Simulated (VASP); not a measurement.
**NaH in VASP: how settings move the r2SCAN single point**

The r2SCAN single point of NaH in the CsCl-type structure, under -4.7 % strain along z alone is repeated with altered inputs. Which of them can be trusted? This is a trial cell built on a prototype, not taken from a measured structure, and it needn't be the compound's ground state.

Code: VASP 6.6.1. PAW datasets, plane waves. No spin polarisation (in the reference). The prototype was imposed, so other structures may be more stable.

## (1) The cell

The cell comes from an earlier relaxation with r2SCAN in another program, then strained, with the atoms relaxed again. Some of the altered inputs switch spin polarisation on.

The symmetry is P4/mmm (No. 123, tetragonal); a = 2.932 Å, c = 2.793 Å in the conventional setting, 12.01 Å³ an atom. Na has 8 H at 2.50 Å and 2 Na at 2.79 Å; H has 8 Na at 2.50 Å and 2 H at 2.79 Å.

As a file:

```xyz
2
Lattice="2.9324 0.0000 0.0000 0.0000 2.9324 0.0000 0.0000 0.0000 2.7934" Properties=species:S:1:pos:R:3 pbc="T T T"
Na    0.0000    0.0000    0.0000
H     1.4662    1.4662    1.3967
```

## (2) Reference

Input file INCAR:

```
ENCUT = 520.000000
SIGMA = 0.010000
EDIFF = 1.00e-07
ALGO = Normal
METAGGA = R2SCAN
PREC = Accurate
IBRION = -1
ISIF = 2
ISMEAR = 0
NBANDS = 11
NELM = 120
NSW = 0
LASPH = .TRUE.
LCHARG = .FALSE.
LWAVE = .FALSE.
LREAL = .FALSE.
```

Input file KPOINTS:

```
KPOINTS created by Atomic Simulation Environment
0
Gamma
8 8 8
0 0 0
```

Input file POSCAR:

```
Na H
 1.0000000000000000
     2.9323912064000002    0.0000000000000000    0.0000000000000000
     0.0000000000000000    2.9323912064000002    0.0000000000000000
     0.0000000000000000    0.0000000000000000    2.7933958632000002
 Na  H
   1   1
Cartesian
  0.0000000000000000  0.0000000000000000  0.0000000000000000
  1.4661956032000001  1.4661956032000001  1.3966979316000001
```

A file KPOINTS_OPT adds named points for the levels; it doesn't enter the self-consistent loop.

Potentials: the recommended PBE PAW datasets, 8 valence electrons.

Command:

```bash
$ mpirun -np 1 vasp_std
```

## (3) Try 1

Input file INCAR:

```
ENCUT = 520.000000
EDIFF = 1.00e-07
ALGO = Normal
METAGGA = R2SCAN
PREC = Accurate
IBRION = -1
ISIF = 2
NBANDS = 11
NELM = 120
NSW = 0
LASPH = .TRUE.
LCHARG = .FALSE.
LWAVE = .FALSE.
LREAL = .FALSE.
ISMEAR = -4
SIGMA = 0.1
ISYM = 0
```

Input file KPOINTS:

```
KPOINTS created by Atomic Simulation Environment
0
Gamma
10 10 10
0 0 0
```

POSCAR is that of step 2.

## (4) Try 2

Input file INCAR:

```
ENCUT = 520.000000
EDIFF = 1.00e-07
ALGO = Normal
METAGGA = R2SCAN
PREC = Accurate
IBRION = -1
ISIF = 2
NBANDS = 11
NSW = 0
LASPH = .TRUE.
LCHARG = .FALSE.
LWAVE = .FALSE.
LREAL = .FALSE.
ISMEAR = 1
SIGMA = 0.2
ISPIN = 2
MAGMOM = 0.5 -0.5
ISYM = 0
NELM = 64
```

Input file KPOINTS:

```
KPOINTS created by Atomic Simulation Environment
0
Gamma
4 4 4
0 0 0
```

POSCAR is that of step 2.

Q: Predict the outcome of this session. Wanted: for each run, changed; ending; energy change; pressure; electronic steps; usable.

**Answer**, as computed:

| run | changed | ending | energy change (meV/atom) | pressure (GPa) | gap on the mesh (eV; negative: overlap) | electronic steps | time | usable |
| --- | --- | --- | --- | --- | --- | --- | --- | --- |
| ref. | – | converged | 0 | 1.1 | 1.44 | 15 | 41 s | yes |
| 1 | ISMEAR = -4, SIGMA = 0.1, ISYM = 0, mesh 10×10×10 | converged | -0.1 | 1.1 | 1.44 | 15 | 4 min | yes |
| 2 | ISMEAR = 1, SIGMA = 0.2, ISPIN = 2, MAGMOM = 0.5 -0.5, ISYM = 0, NELM = 64, mesh 4×4×4 | converged | 12.4 | 1.2 | – | 17 | 48 s | no |

Of 2 altered inputs, 1 ended normally on a faulty or unsound input, 1 gave usable results. «ISMEAR = -4, SIGMA = 0.1, ISYM = 0, mesh 10×10×10» moves the energy by -0.1 meV/atom.
